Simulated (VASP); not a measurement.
# CdF2 (Fm-3m) in VASP: further runs

The runs below take CdF2 through single point, with HSE06, PBE.

All numbers are computed with VASP 6.6.1; they aren't measurements. Logs are shortened: lines on timing, memory, paths and dates and some standing lists are left out, and cuts for length are marked.

## (1) Starting point

The structure is cubic, space group Fm-3m (No. 225). Conventional cell: a = 5.388 Å, b = 5.388 Å, c = 5.388 Å, α = 90.00°, β = 90.00°, γ = 90.00°. Cd (site symmetry m-3m) has 8 F at 2.33 Å as nearest neighbours. F (site symmetry -43m) is surrounded by 4 Cd at 2.33 Å.

The cell was built by a generator and needn't be a form met in nature.

## (2) Single point, HSE06

The input, POSCAR:

```
CdF2
1.0
    0.0000000000      2.6941776812      2.6941776812
    2.6941776812      0.0000000000      2.6941776812
    2.6941776812      2.6941776812      0.0000000000
Cd F
1 2
Direct
    0.0000000000      0.0000000000      0.0000000000
    0.2500000000      0.2500000000      0.2500000000
    0.7500000000      0.7500000000      0.7500000000
```

The input, INCAR.step1:

```
PREC = Accurate ; ENCUT = 520
EDIFF = 1E-5 ; ISMEAR = 0
SIGMA = 0.01 ; LREAL = False
LASPH = True ; NELM = 100
ALGO = Normal ; ISIF = 2
LWAVE = True ; LCHARG = False
NBANDS = 20 ; GGA = PE
```

The input, INCAR.step2:

```
PREC = Accurate ; ENCUT = 520
EDIFF = 1E-7 ; ISMEAR = 0
SIGMA = 0.01 ; LREAL = False
LASPH = True ; NELM = 100
ALGO = Normal ; ISIF = 2
LWAVE = False ; LCHARG = False
GGA = PE ; LHFCALC = True
HFSCREEN = 0.2079 ; PRECFOCK = Normal
NBANDS = 20 ; ISTART = 1
```

The input, KPOINTS:

```
Automatic mesh
0
Gamma
  4 4 4
```

Potentials or basis: VASP PAW PBE potentials, release 64 (Cd, F).

Command:

```bash
$ cat potpaw_PBE.64/Cd/POTCAR potpaw_PBE.64/F/POTCAR > POTCAR
$ cp INCAR.step1 INCAR
$ mpirun -np 1 vasp_std > vasp.out
$ cp INCAR.step2 INCAR
$ mpirun -np 1 vasp_std > vasp.out
```

OUTCAR:

```text
PREC = Accurate
   ENCUT = 520
   EDIFF = 1E-7
   ISMEAR = 0
   LREAL = False
   LASPH = True
   NELM = 100
   ISIF = 2
   GGA = PE
   LHFCALC = True
   HFSCREEN = 0.2079
   PRECFOCK = Normal
   ISTART = 1

 ion  position               nearest neighbor table
   1  0.000  0.000  0.000-   3 2.33   3 2.33   3 2.33   2 2.33   3 2.33   2 2.33   2 2.33   2 2.33

   2  0.250  0.250  0.250-   1 2.33   1 2.33   1 2.33   1 2.33
   3  0.750  0.750  0.750-   1 2.33   1 2.33   1 2.33   1 2.33

  LATTYP: Found a face centered cubic cell.
 ALAT       =     5.3883553624

  Lattice vectors:

 A1 = (   0.0000000000,   2.6941776812,   2.6941776812)
 A2 = (   2.6941776812,   0.0000000000,   2.6941776812)
 A3 = (   2.6941776812,   2.6941776812,   0.0000000000)

Analysis of symmetry for initial positions (statically):
=====================================================================
 Subroutine PRICEL returns:
 Original cell was already a primitive cell.

 Routine SETGRP: Setting up the symmetry group for a
 face centered cubic supercell.

 Subroutine GETGRP returns: Found 48 space group operations
 (whereof 48 operations were pure point group operations)
 out of a pool of 48 trial point group operations.

The static configuration has the point symmetry O_h .

Analysis of symmetry for dynamics (positions and initial velocities):
=====================================================================
 Subroutine PRICEL returns:
 Original cell was already a primitive cell.

 Routine SETGRP: Setting up the symmetry group for a
 face centered cubic supercell.

 Subroutine GETGRP returns: Found 48 space group operations
 (whereof 48 operations were pure point group operations)
 out of a pool of 48 trial point group operations.

The dynamic configuration has the point symmetry O_h .

 Subroutine INISYM returns: Found 48 space group operations
 (whereof 48 operations are pure point group operations),
 and found     1 'primitive' translations

----------------------------------------------------------------------------------------

                                     Primitive cell

  volume of cell :      39.1119

  direct lattice vectors                    reciprocal lattice vectors
     0.000000000  2.694177681  2.694177681    -0.185585384  0.185585384  0.185585384
     2.694177681  0.000000000  2.694177681     0.185585384 -0.185585384  0.185585384
     2.694177681  2.694177681  0.000000000     0.185585384  0.185585384 -0.185585384

  length of vectors
     3.810142616  3.810142616  3.810142616     0.321443315  0.321443315  0.321443315

  position of ions in fractional coordinates (direct lattice)
     0.000000000  0.000000000  0.000000000
     0.250000000  0.250000000  0.250000000
     0.750000000  0.750000000  0.750000000

  ion indices of the primitive-cell ions
   primitive index   ion index
                 1           1
                 2           2
                 3           3

----------------------------------------------------------------------------------------

 KPOINTS: Automatic mesh

Automatic generation of k-mesh.
 Grid dimensions read from file:
 generate k-points for:    4    4    4

 Generating k-lattice:

  Cartesian coordinates                     Fractional coordinates (reciprocal lattice)
    -0.046396346  0.046396346  0.046396346     0.250000000  0.000000000  0.000000000
     0.046396346 -0.046396346  0.046396346     0.000000000  0.250000000  0.000000000
     0.046396346  0.046396346 -0.046396346     0.000000000  0.000000000  0.250000000

  Length of vectors
     0.080360829  0.080360829  0.080360829

  Shift w.r.t. Gamma in fractional coordinates (k-lattice)
     0.000000000  0.000000000  0.000000000

 Subroutine IBZKPT returns following result:
 ===========================================

 Found      8 irreducible k-points:

 Following reciprocal coordinates:
            Coordinates               Weight
  0.000000  0.000000  0.000000      1.000000
  0.250000  0.000000  0.000000      8.000000
  0.500000  0.000000  0.000000      4.000000
  0.250000  0.250000  0.000000      6.000000
  0.500000  0.250000  0.000000     24.000000
 -0.250000  0.250000  0.000000     12.000000
  0.500000  0.500000  0.000000      3.000000
 -0.250000  0.500000  0.250000      6.000000
   k-points           NKPTS =      8   k-points in BZ     NKDIM =     64   number of bands    NBANDS=     20
   number of dos      NEDOS =    301   number of ions     NIONS =      3
   total plane-waves  NPLWV =  21952
   dimension x,y,z NGX =    28 NGY =   28 NGZ =   28
   dimension x,y,z NGXF=    56 NGYF=   56 NGZF=   56
   ions per type =               1   2
   NGX,Y,Z   is equivalent  to a cutoff of  12.22, 12.22, 12.22 a.u.
   NGXF,Y,Z  is equivalent  to a cutoff of  24.43, 24.43, 24.43 a.u.
 SYSTEM =  unknown system
   PREC   = accura    normal or accurate (medium, high low for compatibility)
   ISTART =      1    job   : 0-new  1-cont  2-samecut
   ICHARG =      0    charge: 1-file 2-atom 10-const
   ISPIN  =      1    spin polarized calculation?
   LNONCOLLINEAR =      F non collinear calculations
   LSORBIT =      F    spin-orbit coupling
   LASPH  =      T    aspherical Exc in radial PAW
   ENCUT  =  520.0 eV  38.22 Ry    6.18 a.u.   7.08  7.08  7.08*2*pi/ulx,y,z
   NELM   =    100;   NELMIN=  2; NELMDL=  0     # of ELM steps
   EDIFF  = 0.1E-06   stopping-criterion for ELM
   LREAL  =      F    real-space projection
   EDIFFG = 0.1E-05   stopping-criterion for IOM
   NSW    =      0    number of steps for IOM
   IBRION =     -1    ionic relax: 0-MD 1-quasi-New 2-CG
   NFREE  =      0    steps in history (QN), initial steepest desc. (CG)
   ISIF   =      2    stress and relaxation
   ISYM   =      3    0-nonsym 1-usesym 2-fastsym
   POTIM  = 0.5000    time-step for ionic-motion
   TEBEG  =    0.0;   TEEND  =   0.0 temperature during run
   PSTRESS=    0.0 pullay stress
   NELECT =      26.0000    total number of electrons
   NUPDOWN=      -1.0000    fix difference up-down
   EMIN   =  10.00;   EMAX   =-10.00  energy-range for DOS
   EFERMI =   0.00;   METHOD = LEGACY
   ISMEAR =     0;   SIGMA  =   0.01  broadening in eV -4-tet -1-fermi 0-gaus
   EFERMI_NEDOS =   21; number of points for ismear=-14 and -15
   IALGO  =     38    algorithm
   IMIX   =      1    mixing-type and parameters
     AMIX     =   0.40;   BMIX     =  1.00
     AMIX_MAG =   1.60;   BMIX_MAG =  1.00
  volume/ion in A,a.u.               =      13.04        87.98
  Fermi-wavevector in a.u.,A,eV,Ry     =   1.428772  2.699988 27.774804  2.041391
  Thomas-Fermi vector in A             =   2.548798
   LORBIT       =      0    0 simple, 1 ext, 2 COOP (PROOUT), +10 PAW based schemes
   GGA     = PE    functional components
   LHFCALC =     T    Hartree Fock is set to
   PRECFOCK=normal    Normal, Fast or Accurate (Low or Medium for compatibility)
   ENCUT4O =  -1.0   cutoff for four orbital integrals eV
   NKREDX  =     1    reduce k-point grid by
   NKREDY  =     1    reduce k-point grid by
   NKREDZ  =     1    reduce k-point grid by
   AEXX    =    0.2500 exact exchange contribution
   HFSCREEN=    0.2079 screening length (either q_TF or 0.3 A-1)
   HFSCREENC=   0.2079 screening length for correlation (either q_TF or 0.3 A-1)
   ENCUTFOCK=  -1.0 apply spherical cutoff to Coloumb kernel
   IVDW    =     0    specifies the selected vdW correction
   LEPSILON=     F    determine dielectric tensor
   LRPA    =     F    only Hartree local field effects (RPA)
 non-spin polarized calculation
 Gauss-broadening in eV      SIGMA  =   0.01
  energy-cutoff  :      520.00
  volume of cell :       39.11
 maximum number of plane-waves:      1067
  NGX = 24; NGY = 24; NGZ = 24

 number of electron      25.9999990 magnetization

 Free energy of the ion-electron system (eV)
  ---------------------------------------------------
  ext. energy  EPLUGINS =         0.00000000
  ---------------------------------------------------
  free energy    TOTEN  =       -14.36240354 eV

  energy without entropy =      -14.36240354  energy(sigma->0) =      -14.36240354

 E-fermi :  -2.7807     XC(G=0):  -8.4987

 val. band max:       -2.8599090357   @ k =  -0.2500   0.5000   0.2500
 cond. band min:       2.3020317410   @ k =   0.0000   0.0000   0.0000
 fundamental gap:      5.1619407767
 Fermi energy:        -2.7806880569

 k-point     1 :       0.0000    0.0000    0.0000
  band No.  band energies     occupation
      1     -25.3235      2.00000
      2     -24.1843      2.00000
      3      -8.9057      2.00000
      4      -8.9057      2.00000
      5      -8.9057      2.00000
      6      -7.6084      2.00000
[... 12 lines left out ...]
     19      19.3203      0.00000
     20      19.3203      0.00000

 k-point     2 :       0.2500    0.0000    0.0000
  band No.  band energies     occupation
      1     -25.1338      2.00000
      2     -24.3534      2.00000
      3      -8.7022      2.00000
      4      -8.7022      2.00000
      5      -8.2644      2.00000
      6      -7.6423      2.00000
[... 12 lines left out ...]
     19      18.2832      0.00000
     20      19.0749      0.00000

 k-point     3 :       0.5000    0.0000    0.0000
  band No.  band energies     occupation
      1     -24.7682      2.00000
      2     -24.6929      2.00000
      3      -8.5441      2.00000
      4      -8.5441      2.00000
      5      -7.5488      2.00000
      6      -7.5488      2.00000
[... 12 lines left out ...]
     19      17.5910      0.00000
     20      18.1908      0.00000

 k-point     4 :       0.2500    0.2500    0.0000
  band No.  band energies     occupation
      1     -25.0909      2.00000
      2     -24.3815      2.00000
      3      -8.5476      2.00000
      4      -8.5476      2.00000
      5      -8.1492      2.00000
      6      -7.9567      2.00000
[... 12 lines left out ...]
     19      19.9205      0.00000
     20      20.9578      0.00000

 k-point     5 :       0.5000    0.2500    0.0000
  band No.  band energies     occupation
      1     -24.8302      2.00000
      2     -24.6057      2.00000
      3      -8.3721      2.00000
      4      -8.2689      2.00000
      5      -7.8818      2.00000
      6      -7.5642      2.00000
[... 12 lines left out ...]
     19      19.3745      0.00000
     20      20.9591      0.00000

 k-point     6 :      -0.2500    0.2500    0.0000
  band No.  band energies     occupation
      1     -24.9042      2.00000
      2     -24.5487      2.00000
      3      -8.4830      2.00000
      4      -8.3830      2.00000
      5      -7.7836      2.00000
      6      -7.7162      2.00000
[... 12 lines left out ...]
     19      17.5410      0.00000
     20      21.7470      0.00000

 k-point     7 :       0.5000    0.5000    0.0000
  band No.  band energies     occupation
      1     -24.8427      2.00000
      2     -24.5687      2.00000
      3      -8.5651      2.00000
      4      -7.9268      2.00000
      5      -7.9268      2.00000
      6      -7.4990      2.00000
[... 12 lines left out ...]
     19      18.9642      0.00000
     20      20.9036      0.00000

 k-point     8 :      -0.2500    0.5000    0.2500
  band No.  band energies     occupation
      1     -24.7085      2.00000
      2     -24.7085      2.00000
      3      -8.2198      2.00000
      4      -7.9213      2.00000
      5      -7.8424      2.00000
      6      -7.7572      2.00000
[... 12 lines left out ...]
     19      18.7080      0.00000
     20      20.9099      0.00000

------------------------ aborting loop because EDIFF is reached ----------------------------------------

  FORCE on cell =-STRESS in cart. coord.  units (eV):
  Direction    XX          YY          ZZ          XY          YZ          ZX
  --------------------------------------------------------------------------------------
  -------------------------------------------------------------------------------------
  Total        0.6559488      0.6559488      0.6559488     -0.0000000      0.0000000      0.0000000
  in kB       26.8702555     26.8702555     26.8702555     -0.0000000      0.0000000      0.0000000
  external PRESSURE =      26.8702555 kB  Pullay stress =       0.0000000 kB

 VOLUME and BASIS-vectors are now :
 -----------------------------------------------------------------------------
  energy-cutoff  :      520.00
  volume of cell :       39.11
      direct lattice vectors                 reciprocal lattice vectors
     0.000000000  2.694177681  2.694177681    -0.185585384  0.185585384  0.185585384
     2.694177681  0.000000000  2.694177681     0.185585384 -0.185585384  0.185585384
     2.694177681  2.694177681  0.000000000     0.185585384  0.185585384 -0.185585384

 POSITION                                       TOTAL-FORCE (eV/Angst)
 -----------------------------------------------------------------------------------
      0.00000      0.00000      0.00000         0.000000      0.000000     -0.000000
      1.34709      1.34709      1.34709         0.000000     -0.000000      0.000000
      4.04127      4.04127      4.04127        -0.000000     -0.000000      0.000000
 -----------------------------------------------------------------------------------
    total drift:                                0.000190      0.000091      0.000078

  FREE ENERGIE OF THE ION-ELECTRON SYSTEM (eV)
  ---------------------------------------------------
  free  energy   TOTEN  =       -14.3624035421 eV

  energy  without entropy=      -14.3624035421  energy(sigma->0) =      -14.36240354
```

Wall time 8.7 min (1 thread of AMD EPYC 9R45 (Zen 5), shared host); peak memory 0.23 GiB.

Results:

```yaml
Free_energy: -14.3624 eV
Pressure: 2.7 GPa
Band_gap_on_the_k_mesh: 5.16 eV, indirect (least direct gap 5.74 eV)
```

Caveat: the k mesh is coarse (spacing up to 0.50 Å⁻¹), so the values aren't converged, least of all with exact exchange; the PAW data sets were made with another functional, which shifts forces and pressure a little. A k mesh can miss the band edges.

## (3) Single point, PBE, non-collinear spin, zero start, spin-orbit coupling

The input, INCAR:

```
SYSTEM = CdF2
ALGO     = Fast           ! electronic algorithm
EDIFF    = 1E-6           ! SCF threshold, eV
ENCUT    = 520            ! plane-wave cutoff, eV
GGA      = PE             ! functional
GGA_COMPAT= .FALSE.      
ISIF     = 2              ! what is computed and relaxed
ISMEAR   = 0              ! smearing method
LASPH    = .TRUE.         ! aspherical terms in the spheres
LCHARG   = .FALSE.        ! write CHGCAR
LNONCOLLINEAR= .TRUE.         ! non-collinear magnetism
LORBIT   = 11             ! projections on sites
LORBMOM  = .TRUE.       
LREAL    = .FALSE.        ! projectors in reciprocal space
LSORBIT  = .TRUE.         ! spin-orbit coupling
LWAVE    = .FALSE.        ! write WAVECAR
MAGMOM   = 0 0 0 0 0 0 0 0 0 ! initial moments
NBANDS   = 39             ! bands
NELM     = 150            ! most SCF steps
PREC     = Accurate       ! precision mode
SIGMA    = 0.01           ! smearing width, eV
```

The input, KPOINTS:

```
k-points
0
G
  8 8 8
  0 0 0
```

POSCAR is that of step 2.

Potentials or basis: VASP PAW PBE potentials, release 64 (Cd, F).

Command:

```bash
$ cat potpaw_PBE.64/Cd/POTCAR potpaw_PBE.64/F/POTCAR > POTCAR
$ mpirun -np 1 vasp_ncl > vasp.out
```

Wall time 50 s (1 thread of AMD EPYC 9R45 (Zen 5), shared host); peak memory 0.24 GiB.

The run converged. Its results:

```
Free energy                                           : -10.8830 eV
Pressure                                              : 6.1 GPa
Net moment                                            : 0.00 μB per cell
Valence electrons inside the program's atomic spheres : Cd 10.12; F 6.08
```

Moments on the atoms (μB; x, y, z):
```
Cd  0.00 0.00 0.00
F   0.00 0.00 0.00
F   0.00 0.00 0.00
```
